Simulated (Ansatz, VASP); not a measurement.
SrO: VASP beside Ansatz

```
Sr O
1.0
     0.00000    2.59745    2.59745
     2.59745    0.00000    2.59745
     2.59745    2.59745    0.00000
Sr O
1 1
Direct
  0.50000 0.50000 0.50000
  0.00000 0.00000 0.00000
```

Alike in both runs: functional PBE; k mesh 8 × 8 × 8; occupations gaussian, width 0.02 eV; no spin polarisation.

Ansatz relaxed the structure, and its values are those at the end. VASP's run is a single point on that final structure, the one shown.

```csv
,VASP,Ansatz
version,VASP 6.6.1,Ansatz 0.2.0
potentials or method,"VASP PAW PBE potentials, release 64 (Sr_sv, O)","scalar-relativistic, plane waves, PAW"
plane-wave cutoff (eV),520,420
valence electrons in the cell,16,16
```

|  | VASP | Ansatz | Ansatz less VASP |
| --- | --- | --- | --- |
| gap on the k mesh at the Fermi level (eV) | 3.28 | 3.33 | +0.046 |
| least direct gap on the mesh (eV) | 3.39 | 3.42 | +0.036 |
| pressure (GPa) | 0.5 | 0.0 | -0.50 |

A k mesh can miss the band edges.
